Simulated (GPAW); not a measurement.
Crystal: HfC.

```xyz
2
Lattice="0.0000 2.3250 2.3250 2.3250 0.0000 2.3250 2.3250 2.3250 0.0000" Properties=species:S:1:pos:R:3 pbc="T T T"
Hf    2.3250    2.3250    2.3250
C     0.0000    0.0000    0.0000
```

```yaml
Program: GPAW 26.7.0
Task: single point
Functional: PBEsol
Potentials_or_basis: PAW data sets generated in the run's folder for this functional
Cutoff: 800 eV
Basis: pw
k_mesh: 10 × 10 × 10
Occupations: fermi-dirac, width 0.05 eV
Spin: no spin polarisation
```

On this cell: pressure -5.3 GPa; largest force zero by symmetry; band gap on the k mesh none (metal or under the smearing width).

The same run follows on a disturbed copy (atoms moved at random, drawn with an rms of 0.05 Å):

```xyz
2
Lattice="0.0000 2.3250 2.3250 2.3250 0.0000 2.3250 2.3250 2.3250 0.0000" Properties=species:S:1:pos:R:3 pbc="T T T"
Hf    2.3174    2.2719    2.3181
C     0.0297   -0.0376    0.0215
```

Problem. What does the disturbed cell give?

Solution. The energy (extrapolated to zero smearing) moves by +4.9 meV/atom; pressure -5.1 GPa; largest force 0.384 eV/Å; band gap on the k mesh none (metal or under the smearing width).

Forces in eV/Å, atoms in the order of the input:
```
Hf   0.289  0.122  0.221
C   -0.289 -0.122 -0.221
```

Stress tensor (GPa, compression positive):
```
-4.91 -0.09 -0.17
-0.09 -5.23 -0.07
-0.17 -0.07 -5.07
```
